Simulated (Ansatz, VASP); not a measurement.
Two plane-wave programs on CuI (Marshite)

File INCAR:

```
SYSTEM = CuI
PREC = Accurate ; ENCUT = 520
EDIFF = 1E-6 ; ISMEAR = -1
SIGMA = 0.05 ; LREAL = .FALSE.
LASPH = .TRUE. ; NELM = 150
ALGO = Normal ; ISIF = 2
LWAVE = .FALSE. ; LCHARG = .TRUE.
LMAXMIX = 4 ; LDAU = .TRUE.
LDAUTYPE = 2 ; LDAUL = -1 2
LDAUU = 0 3 ; LDAUJ = 0 0
LDAUPRINT = 1 ; GGA = PS
LELF = .TRUE. ; LVHAR = .TRUE.
NBANDS = 16
```

Contents of KPOINTS:

```
regular mesh
0
G
  8 8 8
  0 0 0
```

Contents of POSCAR:

```
CuI
1.0
    0.0000000000      3.0315000000      3.0315000000
    3.0315000000      0.0000000000      3.0315000000
    3.0315000000      3.0315000000      0.0000000000
I Cu
1 1
Direct
    0.0000000000      0.0000000000      0.0000000000
    0.7500000000      0.7500000000      0.7500000000
```

The input input.yaml:

```yaml
crystal:
  lattice:
    - [0.0, 3.0315, 3.0315]
    - [3.0315, 0.0, 3.0315]
    - [3.0315, 3.0315, 0.0]
  atoms:
    - { symbol: I, position: [0.0, 0.0, 0.0] }
    - { symbol: Cu, position: [0.75, 0.75, 0.75] }
hamiltonian:
  xc: pbesol
  pseudopotentials: { kind: paw }
  hubbard: { sites: [{ species: Cu, l: d, u_eff: 3.0 }] }
kpoints:
  mp_grid: { grid: [8, 8, 8] }
  band_path:
    path:
      - [[0.0, 0.0, 0.0], [0.5, 0.0, 0.5], [0.5, 0.25, 0.75], [0.375, 0.375, 0.75], [0.0, 0.0, 0.0], [0.5, 0.5, 0.5], [0.625, 0.25, 0.625], [0.5, 0.25, 0.75], [0.5, 0.5, 0.5], [0.375, 0.375, 0.75]]
      - [[0.625, 0.25, 0.625], [0.5, 0.0, 0.5]]
    npoints: 14
scf:
  occupations: { method: fermi_dirac, width: 0.05 }
  n_extra_bands: 6
output:
  forces: true
  stress: true
  eigenvalues: true
  fatbands: false
```

Alike in both runs: functional PBEsol; k mesh 8 × 8 × 8; occupations fermi-dirac, width 0.05 eV; no spin polarisation; Hubbard terms Cu d U = 3.0 eV.

```csv
,VASP,Ansatz
version,VASP 6.6.1,Ansatz 0.2.0
potentials or method,"VASP PAW PBE potentials, release 64 (I, Cu)",Ansatz PAW
plane-wave cutoff (eV),520,420
valence electrons in the cell,18,36
task,single point,band structure
```

Ansatz gave:

| Quantity | Value |
| --- | --- |
| gap on the k mesh at the Fermi level (eV) | 1.57 |
| least direct gap on the mesh (eV) | 1.57 |
| pressure (GPa) | -2.1 |

**Question.** What did VASP give for the same quantities?

**Answer.** gap on the k mesh at the Fermi level (eV): 1.49; least direct gap on the mesh (eV): 1.49; pressure (GPa): -2.2.

The programs project onto different local orbitals, so the same U acts differently. The two sets of potentials don't hold the same shells in valence.

Caveats: spin-orbit coupling is left out, which moves the levels of the heavy elements; the PAW data sets were made with another functional, which shifts forces and pressure a little (VASP); the PAW data sets come from PBE, with cores solved anew for the run's functional, which leaves a small shift of forces and pressure (Ansatz).
